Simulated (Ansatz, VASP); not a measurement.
## Two plane-wave programs on LiF

The input POSCAR:

```
LiF
1.0
    0.0000000000      1.9948717406      1.9948717406
    1.9948717406      0.0000000000      1.9948717406
    1.9948717406      1.9948717406      0.0000000000
Li F
1 1
Direct
    0.0000000000      0.0000000000      0.0000000000
    0.5000000000      0.5000000000      0.5000000000
```

Contents of INCAR.step1:

```
PREC     = Accurate       # precision mode
ENCUT    = 520            # plane-wave cutoff, eV
ISMEAR   = 0              # smearing method
SIGMA    = 0.01           # smearing width, eV
LREAL    = False          # projectors in reciprocal space
LASPH    = True           # aspherical terms in the spheres
NELM     = 100            # most SCF steps
NBANDS   = 12             # bands
GGA      = PE             # functional
ALGO     = Normal         # electronic algorithm
EDIFF    = 1E-4           # SCF threshold, eV
LWAVE    = True           # write WAVECAR
LCHARG   = False          # write CHGCAR
```

File INCAR.step2:

```
PREC     = Accurate       # precision mode
ENCUT    = 520            # plane-wave cutoff, eV
EDIFF    = 1E-6           # SCF threshold, eV
ISMEAR   = 0              # smearing method
SIGMA    = 0.01           # smearing width, eV
LREAL    = False          # projectors in reciprocal space
LASPH    = True           # aspherical terms in the spheres
NELM     = 100            # most SCF steps
ALGO     = Normal         # electronic algorithm
ISIF     = 2              # what is computed and relaxed
LWAVE    = False          # write WAVECAR
LCHARG   = False          # write CHGCAR
METAGGA  = R2SCAN         # meta-GGA
LMIXTAU  = True         
NBANDS   = 12             # bands
ISTART   = 1
```

Contents of KPOINTS:

```
Automatic mesh
0
Gamma
  8 8 8
```

Input for Ansatz:

```yaml
crystal:
  lattice:
    - [0.0, 1.9948717406, 1.9948717406]
    - [1.9948717406, 0.0, 1.9948717406]
    - [1.9948717406, 1.9948717406, 0.0]
  atoms:
    - { symbol: Li, position: [0.0, 0.0, 0.0] }
    - { symbol: F, position: [0.5, 0.5, 0.5] }
kpoints:
  mp_grid: { grid: [8, 8, 8] }
hamiltonian:
  xc: r2scan
scf:
  occupations: { method: fixed }
output:
  optics:
    e_range: [0, 29]
    de: 0.05
    sigma: 0.1
    bands: { spectra_wanted_up_to: 29 }
  write_density: true
  write_potential: true
  elf: true
  volumetric_format: npy
```

Alike in both runs: task single point; functional r2SCAN; k mesh 8 × 8 × 8; no spin polarisation.

|  | VASP | Ansatz |
| --- | --- | --- |
| version | VASP 6.6.1 | Ansatz 0.2.0 |
| potentials or method | VASP PAW PBE potentials, release 64 (Li_sv, F) | plane waves, PAW |
| plane-wave cutoff (eV) | 520 | 500 |
| occupations | gaussian, width 0.01 eV | fixed |
| valence electrons in the cell | 10 | 10 |

|  | VASP | Ansatz | Ansatz less VASP |
| --- | --- | --- | --- |
| gap on the k mesh at the Fermi level (eV) | 10.55 | 10.33 | -0.223 |

Caveats: the PAW data sets were made with another functional, which shifts forces and pressure a little (VASP). r2SCAN opens gaps a little over a GGA but as a rule still falls short of measured ones. A k mesh can miss the band edges.
